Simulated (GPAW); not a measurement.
Runs of GPAW 26.7.0 on Ge. The structure is cubic, space group Fd-3m (No. 227). The conventional cell has a = 5.658 Å, b = 5.658 Å, c = 5.658 Å, α = 90.00°, β = 90.00°, γ = 90.00°. Ge (site symmetry -43m) is surrounded by 4 Ge at 2.45 Å. 

| task | level | potentials or basis | smearing | maxiter | convergence | response ecut | response k mesh | response bands | gap on the mesh (eV) |
| --- | --- | --- | --- | --- | --- | --- | --- | --- | --- |
| single point | PBE | GPAW PAW data sets (gpaw-data 1.2.1), pw | fermi-dirac 0.05 eV | 120 | default | - | - | - | 0.09 |
| dielectric tensor | AM05 | PAW data sets generated in the run's folder for this functional, pw | fermi-dirac 0.001 eV | 150 | - | 80 eV | 21 × 21 × 21 | 24 | 0.08 |
| dielectric tensor | RPBE | the program's PAW data sets (release 1.2.1) made for this functional, pw | fermi-dirac 0.001 eV | 150 | - | 80 eV | 21 × 21 × 21 | 24 | (a) |
| dielectric tensor | PBE | GPAW PAW data sets (gpaw-data 1.2.1), pw | fermi-dirac 0.001 eV | 150 | - | 80 eV | 21 × 21 × 21 | 24 | 0.09 |
| dielectric tensor | PBEsol | PAW data sets generated in the run's folder for this functional, pw | fermi-dirac 0.001 eV | 150 | - | 80 eV | 21 × 21 × 21 | 24 | 0.04 |
| dielectric tensor | LDA | the program's PAW data sets (release 1.2.1) made for this functional, pw | fermi-dirac 0.001 eV | 150 | - | 80 eV | 21 × 21 × 21 | 24 | none |

Alike in all rows: no spin polarisation; cell as given; k mesh 7 × 7 × 7; cutoff (eV) 450.

Task: Estimate the missing entries.

Result: (a) 0.20.

Caveats: an odd mesh through Γ misses points on the zone boundary, where band edges often lie (some runs); the long-wavelength limit can be off by a per cent or two (some runs); the gap is small at this level, which inflates the dielectric constant (some runs).

A k mesh can miss the band edges, and the runs leave out spin-orbit coupling on Ge.

A gap of «none» marks a metal or a gap under the smearing width.
